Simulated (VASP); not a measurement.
# RuS (Fm-3m) in VASP: further runs

One crystal, RuS, is run at these levels: LDA+U; tasks: single point.

Everything below comes from runs of VASP 6.6.1. Logs are shortened: lines on timing, memory, paths and dates and some standing lists are left out, and cuts for length are marked.

## (1) The crystal as given

Symmetry: Fm-3m, No. 225, cubic system. Conventional cell: a = 5.094 Å, b = 5.094 Å, c = 5.094 Å, α = 90.00°, β = 90.00°, γ = 90.00°. Ru (site symmetry m-3m) is surrounded by 6 S at 2.55 Å. S (site symmetry m-3m) has 6 Ru at 2.55 Å as nearest neighbours.

The cell comes from a database or a generator and needn't be the stable form of this composition.

## (2) Single point, LDA+U, collinear spin, ferrimagnetic start

The input, INCAR:

```
PREC = Accurate
ENCUT = 520
EDIFF = 1E-6
ISMEAR = 0
SIGMA = 0.05
LREAL = F
LASPH = T
NELM = 100
ALGO = Normal
ISIF = 2
LWAVE = F
LCHARG = T
ISPIN = 2
MAGMOM = 1 -0.5 0 0
LORBIT = 11
LMAXMIX = 4
LDAU = T
LDAUTYPE = 2
LDAUL = 2 -1
LDAUU = 2 0
LDAUJ = 0 0
LDAUPRINT = 1
LELF = T
LVHAR = T
NBANDS = 32
```

The input, KPOINTS:

```
Automatic mesh
0
Gamma
  6 6 6
```

The input, POSCAR:

```
RuS
1.0
    0.0000000000      2.5467554600      2.5467554600
    2.5467554600      0.0000000000      2.5467554600
    5.0935109200      5.0935109200      0.0000000000
Ru S
2 2
Direct
    0.5000000000      0.5000000000      0.2500000000
    0.5000000000      0.5000000000      0.7500000000
    0.0000000000      0.0000000000      0.0000000000
    0.0000000000      0.0000000000      0.5000000000
```

Potentials or basis: VASP PAW LDA potentials, release 64 (Ru_pv, S).

On the command line:

```console
$ cat potpaw_LDA.64/Ru_pv/POTCAR potpaw_LDA.64/S/POTCAR > POTCAR
$ mpirun -np 1 vasp_std > vasp.out
```

OUTCAR:

```text
PREC = Accurate
   ENCUT = 520
   EDIFF = 1E-6
   ISMEAR = 0
   LREAL = F
   LASPH = T
   NELM = 100
   ISIF = 2
   ISPIN = 2
   LORBIT = 11

 ion  position               nearest neighbor table
   1  0.500  0.500  0.250-   3 2.55   3 2.55   4 2.55   3 2.55   4 2.55   4 2.55
   2  0.500  0.500  0.750-   4 2.55   3 2.55   4 2.55   3 2.55   4 2.55   3 2.55
   3  0.000  0.000  0.000-   2 2.55   1 2.55   2 2.55   1 2.55   2 2.55   1 2.55
   4  0.000  0.000  0.500-   1 2.55   1 2.55   2 2.55   1 2.55   2 2.55   2 2.55

  LATTYP: Found a trigonal (rhomboedric) cell.
 ALAT       =     6.2382513766
 COS(alpha) =     0.8333333333

  Lattice vectors:

 A1 = (   5.0935109200,   2.5467554600,  -2.5467554600)
 A2 = (   2.5467554600,   2.5467554600,  -5.0935109200)
 A3 = (   2.5467554600,   5.0935109200,  -2.5467554600)

Analysis of symmetry for initial positions (statically):
=====================================================================
 Subroutine PRICEL returns following result:

  LATTYP: Found a face centered cubic cell.
 ALAT       =     5.0935109200

  Lattice vectors:

 A1 = (   0.0000000000,   2.5467554600,   2.5467554600)
 A2 = (   2.5467554600,   0.0000000000,   2.5467554600)
 A3 = (   2.5467554600,   2.5467554600,   0.0000000000)

   2 primitive cells build up your supercell.

 Routine SETGRP: Setting up the symmetry group for a
 trigonal (rhombohedral) supercell.

 Subroutine GETGRP returns: Found 12 space group operations
 (whereof 12 operations were pure point group operations)
 out of a pool of 12 trial point group operations.

The static configuration has the point symmetry D_3d.

Analysis of symmetry for dynamics (positions and initial velocities):
=====================================================================
 Subroutine PRICEL returns following result:

  LATTYP: Found a face centered cubic cell.
 ALAT       =     5.0935109200

  Lattice vectors:

 A1 = (   0.0000000000,   2.5467554600,   2.5467554600)
 A2 = (   2.5467554600,   0.0000000000,   2.5467554600)
 A3 = (   2.5467554600,   2.5467554600,   0.0000000000)

   2 primitive cells build up your supercell.

 Routine SETGRP: Setting up the symmetry group for a
 trigonal (rhombohedral) supercell.

 Subroutine GETGRP returns: Found 12 space group operations
 (whereof 12 operations were pure point group operations)
 out of a pool of 12 trial point group operations.

The dynamic configuration has the point symmetry D_3d.

Analysis of structural, dynamic, and magnetic symmetry:
=====================================================================
 Subroutine PRICEL returns:
 Original cell was already a primitive cell.

 Routine SETGRP: Setting up the symmetry group for a
 trigonal (rhombohedral) supercell.

 Subroutine GETGRP returns: Found 12 space group operations
 (whereof  6 operations were pure point group operations)
 out of a pool of 12 trial point group operations.

The overall configuration has the point symmetry C_3v.
 The point group associated with its full space group is D_3d.

 Subroutine INISYM returns: Found 12 space group operations
 (whereof  6 operations are pure point group operations),
 and found     1 'primitive' translations

----------------------------------------------------------------------------------------

                                     Primitive cell

  volume of cell :      66.0727

  direct lattice vectors                    reciprocal lattice vectors
     0.000000000  2.546755460  2.546755460    -0.196328233  0.196328233  0.196328233
     2.546755460  0.000000000  2.546755460     0.196328233 -0.196328233  0.196328233
     5.093510920  5.093510920  0.000000000     0.098164117  0.098164117 -0.098164117

  length of vectors
     3.601656112  3.601656112  7.203312223     0.340050475  0.340050475  0.170025237

  position of ions in fractional coordinates (direct lattice)
     0.500000000  0.500000000  0.250000000
     0.500000000  0.500000000  0.750000000
     0.000000000  0.000000000  0.000000000
[... 108 lines left out ...]
   J (eV)           for each species LDAUJ =   0.0  0.0
   GGA     = CA    functional components
   LHFCALC =     F    Hartree Fock is set to
   AEXX    =    0.0000 exact exchange contribution
   IVDW    =     0    specifies the selected vdW correction
   LEPSILON=     F    determine dielectric tensor
   LRPA    =     F    only Hartree local field effects (RPA)
 spin polarized calculation
 Gauss-broadening in eV      SIGMA  =   0.05
  energy-cutoff  :      520.00
  volume of cell :       66.07
 maximum number of plane-waves:      1807
   NGX = 13   NGY = 13   NGZ = 27

 number of electron      39.9999999 magnetization       0.7805170

 Free energy of the ion-electron system (eV)
  ---------------------------------------------------
  ext. energy  EPLUGINS =         0.00000000
  ---------------------------------------------------
  free energy    TOTEN  =       -24.76625011 eV

  energy without entropy =      -24.75368243  energy(sigma->0) =      -24.75996627

atom =   1  type =  1  l = 2

 onsite density matrix

spin component  1

  0.8257  0.0022  0.0033  0.0022  0.0000
  0.0022  0.8257  0.0017 -0.0022 -0.0029
  0.0033  0.0017  0.3615  0.0017  0.0000
  0.0022 -0.0022  0.0017  0.8257  0.0029
  0.0000 -0.0029  0.0000  0.0029  0.3615

spin component  2

  0.7430 -0.0067 -0.0027 -0.0067  0.0000
 -0.0067  0.7430 -0.0014  0.0067  0.0024
 -0.0027 -0.0014  0.3643 -0.0014 -0.0000
 -0.0067  0.0067 -0.0014  0.7430 -0.0024
  0.0000  0.0024 -0.0000 -0.0024  0.3643

 occupancies and eigenvectors

  o =  0.3615  v =  0.0000 -0.0062 -0.0000  0.0062 -1.0000  0.0000  0.0000  0.0000  0.0000  0.0000      0.0000  0.0000  0.0000  0.0000  0.0000  0.0000  0.0000  0.0000  0.0000  0.0000
  o =  0.3615  v = -0.0071 -0.0036  1.0000 -0.0036 -0.0000  0.0000  0.0000  0.0000  0.0000  0.0000      0.0000  0.0000  0.0000  0.0000  0.0000  0.0000  0.0000  0.0000  0.0000  0.0000
  o =  0.3643  v =  0.0000  0.0000  0.0000  0.0000  0.0000  0.0073  0.0034  0.9993  0.0039  0.0376      0.0000  0.0000  0.0000  0.0000  0.0000  0.0000  0.0000  0.0000  0.0000  0.0000
  o =  0.3643  v =  0.0000  0.0000  0.0000  0.0000  0.0000 -0.0003 -0.0065 -0.0376  0.0062  0.9993      0.0000  0.0000  0.0000  0.0000  0.0000  0.0000  0.0000  0.0000  0.0000  0.0000
  o =  0.7363  v =  0.0000  0.0000  0.0000  0.0000  0.0000 -0.8165 -0.4082  0.0090 -0.4082  0.0000      0.0000  0.0000  0.0000  0.0000  0.0000  0.0000  0.0000  0.0000  0.0000  0.0000
  o =  0.7363  v =  0.0000  0.0000  0.0000  0.0000  0.0000 -0.0000  0.7071  0.0000 -0.7071  0.0090      0.0000  0.0000  0.0000  0.0000  0.0000  0.0000  0.0000  0.0000  0.0000  0.0000
  o =  0.7564  v =  0.0000  0.0000  0.0000  0.0000  0.0000  0.5774 -0.5774  0.0000 -0.5774  0.0000      0.0000  0.0000  0.0000  0.0000  0.0000  0.0000  0.0000  0.0000  0.0000  0.0000
  o =  0.8213  v = -0.5774  0.5774 -0.0000  0.5774  0.0000  0.0000  0.0000  0.0000  0.0000  0.0000      0.0000  0.0000  0.0000  0.0000  0.0000  0.0000  0.0000  0.0000  0.0000  0.0000
  o =  0.8280  v = -0.8165 -0.4082 -0.0087 -0.4082 -0.0000  0.0000  0.0000  0.0000  0.0000  0.0000      0.0000  0.0000  0.0000  0.0000  0.0000  0.0000  0.0000  0.0000  0.0000  0.0000
  o =  0.8280  v =  0.0000 -0.7071  0.0000  0.7071  0.0087  0.0000  0.0000  0.0000  0.0000  0.0000      0.0000  0.0000  0.0000  0.0000  0.0000  0.0000  0.0000  0.0000  0.0000  0.0000

atom =   2  type =  1  l = 2

 onsite density matrix

spin component  1

  0.8257  0.0023  0.0033  0.0023  0.0000
  0.0023  0.8257  0.0016 -0.0023 -0.0028
  0.0033  0.0016  0.3617  0.0016 -0.0000
  0.0023 -0.0023  0.0016  0.8257  0.0028
  0.0000 -0.0028 -0.0000  0.0028  0.3617

spin component  2

  0.7427 -0.0066 -0.0028 -0.0066  0.0000
 -0.0066  0.7427 -0.0014  0.0066  0.0024
 -0.0028 -0.0014  0.3645 -0.0014  0.0000
 -0.0066  0.0066 -0.0014  0.7427 -0.0024
  0.0000  0.0024  0.0000 -0.0024  0.3645

 occupancies and eigenvectors

  o =  0.3617  v = -0.0070 -0.0033  0.9995 -0.0037  0.0296  0.0000  0.0000  0.0000  0.0000  0.0000      0.0000  0.0000  0.0000  0.0000  0.0000  0.0000  0.0000  0.0000  0.0000  0.0000
  o =  0.3617  v =  0.0002  0.0062 -0.0296 -0.0060  0.9995  0.0000  0.0000  0.0000  0.0000  0.0000      0.0000  0.0000  0.0000  0.0000  0.0000  0.0000  0.0000  0.0000  0.0000  0.0000
  o =  0.3645  v =  0.0000  0.0000  0.0000  0.0000  0.0000 -0.0074 -0.0038 -0.9997 -0.0036  0.0205      0.0000  0.0000  0.0000  0.0000  0.0000  0.0000  0.0000  0.0000  0.0000  0.0000
  o =  0.3645  v =  0.0000  0.0000  0.0000  0.0000  0.0000  0.0002 -0.0064  0.0205  0.0065  0.9997      0.0000  0.0000  0.0000  0.0000  0.0000  0.0000  0.0000  0.0000  0.0000  0.0000
  o =  0.7362  v =  0.0000  0.0000  0.0000  0.0000  0.0000  0.8163  0.3946 -0.0091  0.4217 -0.0002      0.0000  0.0000  0.0000  0.0000  0.0000  0.0000  0.0000  0.0000  0.0000  0.0000
  o =  0.7362  v =  0.0000  0.0000  0.0000  0.0000  0.0000  0.0156  0.7147 -0.0002 -0.6991  0.0091      0.0000  0.0000  0.0000  0.0000  0.0000  0.0000  0.0000  0.0000  0.0000  0.0000
  o =  0.7560  v =  0.0000  0.0000  0.0000  0.0000  0.0000 -0.5774  0.5774  0.0000  0.5774  0.0000      0.0000  0.0000  0.0000  0.0000  0.0000  0.0000  0.0000  0.0000  0.0000  0.0000
  o =  0.8212  v =  0.5774 -0.5774  0.0000 -0.5774  0.0000  0.0000  0.0000  0.0000  0.0000  0.0000      0.0000  0.0000  0.0000  0.0000  0.0000  0.0000  0.0000  0.0000  0.0000  0.0000
  o =  0.8280  v = -0.7601 -0.6381 -0.0080 -0.1220  0.0031  0.0000  0.0000  0.0000  0.0000  0.0000      0.0000  0.0000  0.0000  0.0000  0.0000  0.0000  0.0000  0.0000  0.0000  0.0000
  o =  0.8280  v =  0.2980 -0.5093  0.0031  0.8073  0.0080  0.0000  0.0000  0.0000  0.0000  0.0000      0.0000  0.0000  0.0000  0.0000  0.0000  0.0000  0.0000  0.0000  0.0000  0.0000

 number of electron      39.9999999 magnetization       0.5638423

 Free energy of the ion-electron system (eV)
  ---------------------------------------------------
  ext. energy  EPLUGINS =         0.00000000
  ---------------------------------------------------
  free energy    TOTEN  =       -24.66815405 eV

  energy without entropy =      -24.65871844  energy(sigma->0) =      -24.66343624

 E-fermi :   8.2019     XC(G=0): -12.0071

 val. band max:        8.1970842343   @ k =   0.5000   0.1667   0.0000
 cond. band min:       8.2037268963   @ k =  -0.1667   0.0000   0.3333
 fundamental gap:      0.0066426620
 Fermi energy:         8.2018895582

 spin component 1

 k-point     1 :       0.0000    0.0000    0.0000
  band No.  band energies     occupation
      1     -33.5826      1.00000
      2     -33.5626      1.00000
      3     -33.5626      1.00000
      4     -33.5554      1.00000
      5     -33.5554      1.00000
      6     -33.5292      1.00000
[... 1673 lines left out ...]
     31      18.8579      0.00000
     32      18.8580      0.00000

 [... further k-points ...]

------------------------ aborting loop because EDIFF is reached ----------------------------------------

  FORCE on cell =-STRESS in cart. coord.  units (eV):
  Direction    XX          YY          ZZ          XY          YZ          ZX
  --------------------------------------------------------------------------------------
  -------------------------------------------------------------------------------------
  Total       -9.0503769     -9.0503769     -9.0503769     -0.0151015      0.0151015      0.0151015
  in kB     -219.4600737   -219.4600737   -219.4600737     -0.3661926      0.3661926      0.3661926
  external PRESSURE =    -219.4600737 kB  Pullay stress =       0.0000000 kB

 VOLUME and BASIS-vectors are now :
 -----------------------------------------------------------------------------
  energy-cutoff  :      520.00
  volume of cell :       66.07
      direct lattice vectors                 reciprocal lattice vectors
     0.000000000  2.546755460  2.546755460    -0.196328233  0.196328233  0.196328233
     2.546755460  0.000000000  2.546755460     0.196328233 -0.196328233  0.196328233
     5.093510920  5.093510920  0.000000000     0.098164117  0.098164117 -0.098164117

 POSITION                                       TOTAL-FORCE (eV/Angst)
 -----------------------------------------------------------------------------------
      2.54676      2.54676      2.54676         0.000000      0.000000      0.000000
      5.09351      5.09351      2.54676         0.000000      0.000000      0.000000
      0.00000      0.00000      0.00000        -0.000690     -0.000690      0.000690
      2.54676      2.54676      0.00000         0.000690      0.000690     -0.000690
 -----------------------------------------------------------------------------------
    total drift:                                0.000000      0.000000      0.000000

  FREE ENERGIE OF THE ION-ELECTRON SYSTEM (eV)
  ---------------------------------------------------
  free  energy   TOTEN  =       -24.6681540457 eV

  energy  without entropy=      -24.6587184377  energy(sigma->0) =      -24.66343624

 total charge

# of ion       s       p       d       tot
------------------------------------------
    1        0.230   6.127   6.109  12.465
    2        0.230   6.127   6.110  12.467
    3        1.310   2.299   0.000   3.609
    4        1.310   2.299   0.000   3.609
--------------------------------------------------
tot          3.080  16.852  12.219  32.150

 magnetization (x)

# of ion       s       p       d       tot
------------------------------------------
    1        0.004   0.002   0.242   0.248
    2        0.004   0.002   0.242   0.248
    3        0.000   0.023   0.000   0.023
    4        0.000   0.023   0.000   0.023
--------------------------------------------------
tot          0.007   0.051   0.484   0.542
```

Run time: 2.9 min. Hardware: 1 thread of Intel Xeon Platinum 8488C (Sapphire Rapids), shared host; peak memory 0.23 GiB.

Results:

| Property | Result |
| --- | --- |
| Free energy | -24.6682 eV |
| Pressure | -21.9 GPa |
| Band gap on the k mesh | none (metal or under the smearing width) |
| Net moment | 0.56 μB per cell |
| Site moments | Ru +0.25; S +0.02 μB |
| Valence electrons inside the program's atomic spheres | Ru 12.46, 12.47; S 3.61 |

Levels at points of the mesh, in eV from the Fermi level:
Spin up:
| k point | band 16 | band 17 | band 18 | band 19 | band 20 | band 21 | band 22 | band 23 | band 24 | band 25 |
| --- | --- | --- | --- | --- | --- | --- | --- | --- | --- | --- |
| (0.00, 0.00, 0.00) | -1.75 | -1.75 | -1.52 | -1.52 | -0.82 | -0.82 | -0.17 | 3.47 | 3.79 | 3.79 |
| (0.50, 0.00, 0.00) | -0.87 | -0.84 | -0.80 | -0.49 | -0.46 | -0.20 | 0.96 | 3.03 | 3.79 | 3.79 |
| (0.00, 0.00, 0.50) | -1.55 | -1.55 | -1.55 | -0.99 | -0.99 | 1.55 | 1.55 | 1.55 | 1.55 | 5.39 |
| (0.50, 0.00, 0.50) | -1.75 | -0.69 | -0.69 | -0.33 | -0.33 | 1.28 | 1.28 | 1.86 | 1.86 | 5.23 |
Spin down:
| k point | band 17 | band 18 | band 19 | band 20 | band 21 | band 22 | band 23 | band 24 |
| --- | --- | --- | --- | --- | --- | --- | --- | --- |
| (0.00, 0.00, 0.00) | -1.72 | -1.43 | -1.43 | -0.51 | -0.51 | 0.07 | 3.52 | 3.84 |
| (0.50, 0.00, 0.00) | -0.53 | -0.50 | -0.15 | -0.13 | 0.10 | 1.06 | 3.10 | 3.84 |
| (0.00, 0.00, 0.50) | -1.27 | -1.27 | -0.79 | -0.79 | 1.64 | 1.64 | 1.64 | 1.64 |
| (0.50, 0.00, 0.50) | -0.35 | -0.35 | -0.04 | -0.04 | 1.36 | 1.36 | 1.95 | 1.95 |

Eigenvalues of the final occupation matrices:
| site | spin | trace | eigenvalues |
| --- | --- | --- | --- |
| site 1 d | 1 | 3.20 | 0.36 0.36 0.82 0.83 0.83 |
| site 1 d | 2 | 2.96 | 0.36 0.36 0.74 0.74 0.76 |
| site 2 d | 1 | 3.20 | 0.36 0.36 0.82 0.83 0.83 |
| site 2 d | 2 | 2.96 | 0.36 0.36 0.74 0.74 0.76 |

The state reached can hang on the start; a lower one may exist.

## (3) Single point, LDA+U, collinear spin, random start

This run uses another cell than the first one: it holds 2 atoms, not 4.

The input, INCAR:

```
SYSTEM = RuS
ALGO = Normal ; EDIFF = 1E-7
ENCUT = 520 ; ISIF = 2
ISMEAR = 0 ; ISPIN = 2
LASPH = .TRUE. ; LCHARG = .FALSE.
LDAU = .TRUE. ; LDAUJ = 0 0
LDAUL = 2 -1 ; LDAUPRINT = 1
LDAUTYPE = 2 ; LDAUU = 2 0
LMAXMIX = 4 ; LORBIT = 11
LREAL = .FALSE. ; LWAVE = .FALSE.
MAGMOM = 0.84 0 ; NBANDS = 21
NELM = 100 ; PREC = Accurate
SIGMA = 0.05
```

The input, KPOINTS:

```
k-points
0
G
  6 6 6
  0 0 0
```

The input, POSCAR:

```
RuS
1.0
    0.0000000000      2.5467554600      2.5467554600
    2.5467554600      0.0000000000      2.5467554600
    2.5467554600      2.5467554600      0.0000000000
Ru S
1 1
Direct
    0.5000000000      0.5000000000      0.5000000000
    0.0000000000      0.0000000000      0.0000000000
```

Potentials or basis: VASP PAW LDA potentials, release 64 (Ru_pv, S).

On the command line:

```console
$ cat potpaw_LDA.64/Ru_pv/POTCAR potpaw_LDA.64/S/POTCAR > POTCAR
$ mpirun -np 1 vasp_std > vasp.out
```

Run time: 2.3 min. Hardware: 1 thread of Intel Xeon Platinum 8488C (Sapphire Rapids), shared host; peak memory 0.16 GiB.

Results (log left out):

- Free energy: -12.3258 eV
- Pressure: -22.1 GPa
- Band gap on the k mesh: none (metal or under the smearing width)
- Net moment: 0.82 μB per cell
- Site moments: Ru +0.75; S +0.03 μB
- Valence electrons inside the program's atomic spheres: Ru 12.45; S 3.60

Levels at points of the mesh, in eV from the Fermi level:
Spin up:
| k point | band 7 | band 8 | band 9 | band 10 | band 11 | band 12 | band 13 | band 14 |
| --- | --- | --- | --- | --- | --- | --- | --- | --- |
| (0.00, 0.00, 0.00) | -2.57 | -1.97 | -1.97 | -1.88 | -1.88 | -1.88 | 3.29 | 10.54 |
| (0.50, 0.00, 0.00) | -5.12 | -1.21 | -1.21 | -0.54 | 3.44 | 3.44 | 3.64 | 6.92 |
| (0.50, 0.50, 0.00) | -3.28 | -3.28 | -1.34 | -0.87 | -0.87 | 0.50 | 2.81 | 8.93 |
Spin down:
| k point | band 7 | band 8 | band 9 | band 10 | band 11 | band 12 | band 13 | band 14 |
| --- | --- | --- | --- | --- | --- | --- | --- | --- |
| (0.00, 0.00, 0.00) | -1.89 | -1.81 | -1.81 | -1.81 | -1.43 | -1.43 | 3.42 | 10.59 |
| (0.50, 0.00, 0.00) | -4.83 | -0.43 | -0.43 | 0.16 | 3.72 | 3.85 | 3.85 | 7.05 |
| (0.50, 0.50, 0.00) | -3.21 | -3.13 | -0.77 | -0.04 | -0.04 | 1.06 | 3.02 | 9.30 |

Eigenvalues of the final occupation matrices:
| site | spin | trace | eigenvalues |
| --- | --- | --- | --- |
| site 1 d | 1 | 3.43 | 0.46 0.46 0.84 0.84 0.84 |
| site 1 d | 2 | 2.71 | 0.36 0.36 0.66 0.66 0.66 |

The state reached can hang on the start; a lower one may exist.

## (4) Single point, LDA+U, collinear spin, ferromagnetic start

This run uses another cell than the first one: it holds 2 atoms, not 4.

The input, INCAR:

```
SYSTEM = RuS
PREC = Accurate ; ENCUT = 520
EDIFF = 1E-6 ; ISMEAR = 0
SIGMA = 0.05 ; LREAL = .False.
LASPH = .True. ; NELM = 80
ALGO = Fast ; ISIF = 2
LWAVE = .False. ; LCHARG = .True.
ISPIN = 2 ; MAGMOM = 1 0
LORBIT = 11 ; NUPDOWN = 0
LMAXMIX = 4 ; LDAU = .True.
LDAUTYPE = 2 ; LDAUL = 2 -1
LDAUU = 2 0 ; LDAUJ = 0 0
LDAUPRINT = 1 ; GGA = CA
LELF = .True. ; LVHAR = .True.
NBANDS = 21
```

The input, KPOINTS:

```
regular mesh
0
Gamma
  6 6 6
  0 0 0
```

POSCAR is that of step 3.

On the command line:

```console
$ cat potpaw_LDA.64/Ru_pv/POTCAR potpaw_LDA.64/S/POTCAR > POTCAR
$ mpirun -np 1 vasp_std > vasp.out
```

Run time: 21 s. Hardware: 1 thread of Intel Xeon Platinum 8488C (Sapphire Rapids), shared host; peak memory 0.15 GiB.

It converged, with:

| Property | Result |
| --- | --- |
| Free energy | -12.3204 eV |
| Pressure | -21.7 GPa |
| Net moment | 0.00 μB per cell |
| Valence electrons inside the program's atomic spheres | Ru 12.47; S 3.61 |

Eigenvalues of the final occupation matrices:
| site | spin | trace | eigenvalues |
| --- | --- | --- | --- |
| site 1 d | 1 | 3.08 | 0.36 0.36 0.79 0.79 0.79 |
| site 1 d | 2 | 3.08 | 0.36 0.36 0.79 0.79 0.79 |

Caveat: the total moment is fixed, so each spin has its own Fermi level. The state reached can hang on the start; a lower one may exist.

[end of part 1 of 2]
